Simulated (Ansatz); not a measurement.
## Sn: what changed settings do

The reference input for Ansatz (plane-wave DFT with PAW):

```yaml
crystal:
  lattice:
    - [-1.8946518192, 1.8946518192, 1.8946518192]
    - [1.8946518192, -1.8946518192, 1.8946518192]
    - [1.8946518192, 1.8946518192, -1.8946518192]
  atoms:
    - { symbol: Sn, position: [0.0, 0.0, 0.0] }
basis:
  ecutwfc: 420
kpoints:
  mp_grid: { grid: [6, 6, 6] }
hamiltonian:
  xc: pbe
scf:
  occupations: { method: gaussian, width: 0.1 }
output:
  forces: true
  stress: true
  eigenvalues: true
```

Command:

```bash
ansatz run input.yaml --threads 1 --pin off --max-ram 1331MiB --backend cpu --events-out ev --progress --plain --runs-dir out
```

The run converges in 6 SCF iterations on 16 irreducible k-points: pressure 0.74 GPa, no gap.

Settings here are deliberately varied, not converged. Each trial's input is given as a difference from the reference's; energies are extrapolated to zero smearing where there is one, and pressure is positive in compression. Charged cells sit in a uniform background, and their pressures hang on that convention.

Problem. Trial 1 (strained):

```diff
 crystal:
   lattice:
-    - [-1.8946518192, 1.8946518192, 1.8946518192]
-    - [1.8946518192, -1.8946518192, 1.8946518192]
-    - [1.8946518192, 1.8946518192, -1.8946518192]
+    - [-1.7775301643, 1.7125659116, 1.8748915213]
+    - [1.7726359302, -1.8482112404, 2.0056426159]
+    - [1.8476576013, 1.9183386774, -2.01053685]
 basis:
-  ecutwfc: 420
+  ecutwfc: 160
 kpoints:
-  mp_grid: { grid: [6, 6, 6] }
+  mp_grid: { grid: [2, 2, 2] }
+  band_path: { path: [[0, 0, 0], [0.5, 0, 0], [0.5, 0.5, 0.5]], npoints: 8 }
 hamiltonian:
+  pseudopotentials: { kind: nc }
 scf:
-  occupations: { method: gaussian, width: 0.1 }
+  occupations: { method: fermi_dirac, width: "100 K" }
```

What happens?

Solution. The run converges in 7 SCF iterations on 8 irreducible k-points: pressure -30.47 GPa (unreliable at so low a cutoff), no gap. It warns that the cutoff lies under the recommended one, 980 eV for these potentials.

Problem. Trial 2:

```diff
-basis:
-  ecutwfc: 420
+basis: {}
 hamiltonian:
+  pseudopotentials: { kind: nc }
```

What happens?

Solution. The run converges in 6 SCF iterations on 16 irreducible k-points: at 980 eV, the cutoff that these potentials take when none is typed, pressure 0.75 GPa, no gap.

Problem. Trial 3 (the one atom moved, which only shifts the crystal as a whole):

```diff
 crystal:
   atoms:
-    - { symbol: Sn, position: [0.0, 0.0, 0.0] }
+    - { symbol: Sn, position: [0.0, 0.0131950365, 0.0131950365] }
 basis:
-  ecutwfc: 420
+  ecutwfc: "9 Ha"
+  ecutrho_ratio: 5
 kpoints:
-  mp_grid: { grid: [6, 6, 6] }
+  mp_grid: { grid: [2, 2, 2], shift: [0.27, 0.47, 0.89] }
 scf:
+  mixing: { beta: 0.06, ndim: 1, preconditioner: kerker_dos }
+  max_iter: 61
+accuracy: high
```

What happens?

Solution. The run converges in 38 SCF iterations on 8 irreducible k-points: energy 1.40 eV per atom above the reference, pressure 3.64 GPa (unreliable at so low a cutoff), no gap. It warns that the cutoff lies under the recommended one, 420 eV for these potentials; that the mesh lowers the symmetry.

Problem. Trial 4 (the one atom moved, which only shifts the crystal as a whole):

```diff
 crystal:
   atoms:
-    - { symbol: Sn, position: [0.0, 0.0, 0.0] }
+    - { symbol: Sn, position: [0.1029183017, 0.0773863983, 0.0089384259] }
 basis:
+  ecutrho_ratio: 3
 kpoints:
-  mp_grid: { grid: [6, 6, 6] }
+  mp_grid: { grid: [4, 4, 4] }
 scf:
+  lower_state_search: "off"
```

How does this run end?

Solution. The run converges in 6 SCF iterations on 8 irreducible k-points: energy 141 meV per atom above the reference, pressure 0.79 GPa, no gap. It warns that the density cutoff lies under the recommended one.

Problem. Trial 5:

```diff
+total_charge: -1
 basis:
-  ecutwfc: 420
+  ecutwfc: 360
+relax:
+  adjacent_minimum: "off"
+  f_tol: 0.03
+  max_steps: 10
```

What does the program give?

Solution. The relaxation ends after 1 step and 6 SCF iterations, 0.00 meV per atom in free energy under its start, at 27.20 Å³/atom: pressure -4.10 GPa (with the neutralising background of the charged cell), no gap. It warns that the cutoff lies under the recommended one, 420 eV for these potentials; that the SCF threshold is loose for the stress.

Problem. Trial 6:

```diff
+total_charge: 12
 scf:
+  lower_state_search: "off"
+  max_iter: 54
```

What happens?

Solution. The run converges in 9 SCF iterations on 16 irreducible k-points: pressure -852 GPa (with the neutralising background of the charged cell), no gap.